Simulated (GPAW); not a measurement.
The system is Ta.

```xyz
2
Lattice="2.9004 0.0000 0.0000 -1.4502 2.5118 0.0000 0.0000 0.0000 5.1663" Properties=species:S:1:pos:R:3 pbc="T T T"
Ta    0.0000    1.6745    1.2916
Ta    1.4502    0.8373    3.8747
```

This isn't the form of Ta at room conditions, which is bcc.

```yaml
Program: GPAW 26.7.0
Task: relaxation of cell and atoms
Functional: PBEsol
Potentials_or_basis: PAW data sets generated in the run's folder for this functional
Cutoff: 600 eV
Basis: pw
k_mesh: 9 × 9 × 5
Occupations: fermi-dirac, width 0.05 eV
Spin: no spin polarisation
```

At the start: pressure -6.8 GPa; volume 18.82 Å³/atom.

Question: How do energy, volume and symmetry change on relaxing?

Answer: Over 5 steps the energy falls by 16.4 meV/atom and the volume is 18.16 Å³/atom (-3.5 %); space group P6_3/mmc (No. 194, to 0.05 Å).

Step by step:
```tsv
step	energy change (eV)	largest force (eV/Å)	pressure (GPa)	volume (Å³)
1	0.0000	0.0000	-6.83	37.64
2	-0.0224	0.0001	-3.71	37.00
3	-0.0319	0.0000	0.24	36.26
4	-0.0321	0.0000	0.11	36.28
5	-0.0327	0.0000	-0.08	36.33
```

Final structure:
```
Ta
1.0
     2.85631    0.00000    0.00000
    -1.42816    2.47364    0.00000
     0.00000    0.00000    5.14124
Ta
2
Direct
  0.33333 0.66667 0.25000
  0.66667 0.33333 0.75000
```

Caveat: later steps reuse the first step's grids.
